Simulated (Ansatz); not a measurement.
Runs of Ansatz 0.2.0 on HfO2. It takes space group Fm-3m (No. 225, cubic). The conventional cell has a = 5.115 Å, b = 5.115 Å, c = 5.115 Å, α = 90.00°, β = 90.00°, γ = 90.00°. Around Hf (site symmetry m-3m) lie 8 O at 2.21 Å. Around O (site symmetry -43m) lie 4 Hf at 2.21 Å. Measurements of this composition are mostly on another form, of space group No. 14.

| task | level | spin | U | cell | k mesh | cutoff (eV) | smearing | points for each segment of the path | hubbard projectors | double counting | gap on the mesh (eV) | pressure (GPa) | relaxed volume (Å³/atom) |
| --- | --- | --- | --- | --- | --- | --- | --- | --- | --- | --- | --- | --- | --- |
| relaxation of cell and atoms | BLYP | off | - | relaxed | 9 × 9 × 9 | 420 | fermi-dirac 0.05 eV | - | - | - | 3.85 | 0.0 | 11.34 |
| single point | PBE | off | - | as given | 9 × 9 × 9 | 420 | gaussian 0.013 eV | - | - | - | 3.83 | -2.5 | - |
| Born charges and dielectric tensor | PBEsol | off | - | as given | 9 × 9 × 9 | 420 | fixed | - | - | - | 3.70 | - | - |
| band structure | r2SCAN | SOC, no magnetisation | - | as given | 7 × 7 × 7 | 500 | fermi-dirac 0.05 eV | 14 | - | - | 4.40 | -8.7 | - |
| band structure | BLYP | off | - | as given | 9 × 9 × 9 | 420 | fermi-dirac 0.05 eV | 14 | - | - | 3.89 | 4.0 | - |
| single point | PBE | off | - | as given | 9 × 9 × 9 | 420 | gaussian 0.012 eV | - | - | - | 3.83 | -2.5 | - |
| single point | PBEsol | off | - | as given | 9 × 9 × 9 | 420 | gaussian 0.02 eV | - | - | - | 3.70 | (b) | - |
| band structure | revPBE | off | - | as given | 9 × 9 × 9 | 420 | fermi-dirac 0.05 eV | 14 | - | - | 3.91 | 1.2 | - |
| single point | PBE | off | - | as given | 9 × 9 × 9 | 420 | gaussian 0.015 eV | - | - | - | 3.83 | -2.5 | - |
| density of states | r2SCAN+D4+U | off | Hf d U = 4.0 eV | as given | 9 × 9 × 9 | 500 | gaussian 0.1 eV | - | ortho-atomic (the default) | fll (the default) | 5.07 | -3.8 | - |
| band structure | r2SCAN | off | - | as given | 9 × 9 × 9 | 500 | fermi-dirac 0.05 eV | 14 | - | - | 4.32 | -8.4 | - |
| relaxation of cell and atoms | revPBE | off | - | relaxed | 9 × 9 × 9 | 420 | fermi-dirac 0.05 eV | - | - | - | (a) | 0.0 | 11.21 |

Alike in all rows: potentials or basis Ansatz PAW.

Task: Estimate the missing entries.

Result: (a) 3.90; (b) -10.2.

Caveats: spin-orbit coupling is left out, which moves the levels of the heavy elements (some runs); the PAW data sets come from PBE, with cores solved anew for the run's functional, which leaves a small shift of forces and pressure (some runs); odd divisions of the mesh miss points on the zone boundary, where band edges often lie, so the gap on the mesh can be too wide (some runs); the k mesh misses the band edges, so the gap on the mesh is wider than the one along the path (some runs); the plane-wave basis is chosen anew once the cell has moved, so the energies of steps on either side of that aren't comparable (some runs).

A k mesh can miss the band edges, and rows without SOC leave out spin-orbit coupling on Hf.
